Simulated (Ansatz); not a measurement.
# SiC: the cost of one run

Computed with Ansatz 0.2.0 (DFT PBE, scalar-relativistic, plane waves, PAW, unless a step's input says otherwise).

2 further runs of the same task are left out: 2 set aside as unsound or not needed.

### 1 Starting point

The structure is hexagonal, space group P6_3mc (No. 186). Conventional cell: a = 3.094 Å, b = 3.094 Å, c = 10.129 Å, α = 90.00°, β = 90.00°, γ = 120.00°. Si (site symmetry 3m) is surrounded by 4 C at 1.90 Å. Si (site symmetry 3m) has 4 C at 1.89 to 1.90 Å in its first shell of neighbours. Around C (site symmetry 3m) lie 4 Si at 1.89 to 1.90 Å. Around C (site symmetry 3m) lie 4 Si at 1.90 Å.

Structure file:

```
CELL_PARAMETERS angstrom
-3.09412 0.00000 0.00000
0.00000 5.35917 0.00000
1.54706 -2.67959 -10.12934
ATOMIC_POSITIONS crystal
Si 0.03108 0.69774 0.06216
Si 0.53108 0.19774 0.06216
Si 0.78108 0.11441 0.56216
Si 0.28108 0.61441 0.56216
Si 0.65605 0.65605 0.31210
Si 0.15605 0.15605 0.31210
Si 0.90605 0.90605 0.81210
Si 0.40605 0.40605 0.81210
C 0.12510 0.79176 0.25019
C 0.62510 0.29176 0.25019
C 0.87510 0.20843 0.75019
C 0.37510 0.70843 0.75019
C 0.24978 0.24978 0.49955
C 0.74978 0.74978 0.49955
C 0.49978 0.49978 0.99955
C 0.99978 0.99978 0.99955
```

It goes back to an entry of the Materials Project.

It is built from the cell relaxed beforehand with the same method (10.50 Å³/atom).

### 2 Zero of the scan

input.yaml

```yaml
crystal:
  lattice:
    - [-3.0941201809, 0.0, 0.0]
    - [1.0e-10, 5.3591733581, 0.0]
    - [1.5470600904, -2.679586679, -10.1293392004]
  atoms:
    - { symbol: Si, position: [0.0310779061, 0.6977445728, 0.0621558122] }
    - { symbol: Si, position: [0.5310779061, 0.1977445728, 0.0621558122] }
    - { symbol: Si, position: [0.7810779061, 0.1144112394, 0.5621558122] }
    - { symbol: Si, position: [0.2810779061, 0.6144112394, 0.5621558122] }
    - { symbol: Si, position: [0.6560502217, 0.6560502217, 0.3121004435] }
    - { symbol: Si, position: [0.1560502217, 0.1560502217, 0.3121004435] }
    - { symbol: Si, position: [0.9060502217, 0.9060502217, 0.8121004435] }
    - { symbol: Si, position: [0.4060502217, 0.4060502217, 0.8121004435] }
    - { symbol: C, position: [0.1250962771, 0.7917629438, 0.2501925542] }
    - { symbol: C, position: [0.6250962771, 0.2917629438, 0.2501925542] }
    - { symbol: C, position: [0.8750962771, 0.2084296104, 0.7501925542] }
    - { symbol: C, position: [0.3750962771, 0.7084296104, 0.7501925542] }
    - { symbol: C, position: [0.2497760951, 0.2497760951, 0.4995521901] }
    - { symbol: C, position: [0.7497760951, 0.7497760951, 0.4995521901] }
    - { symbol: C, position: [0.4997760951, 0.4997760951, 0.9995521901] }
    - { symbol: C, position: [0.9997760951, 0.9997760951, 0.9995521901] }
basis:
  ecutwfc: 420
kpoints:
  mp_grid: { grid: [8, 8, 8] }
hamiltonian:
  xc: pbe
scf:
  occupations: { method: gaussian, width: 0.05 }
output:
  forces: true
  stress: true
  eigenvalues: true
```

On the command line:

```sh
$ ansatz run input.yaml --threads 2 --pin off --max-ram 5120MiB --backend cpu --events-out ev --progress --plain --runs-dir out
```

**Question.** How long does this run take on 2 threads of AMD EPYC 9R45 (Zen 5), shared host, and how much memory does it need?

About 11 s, with a peak of 0.84 GiB.
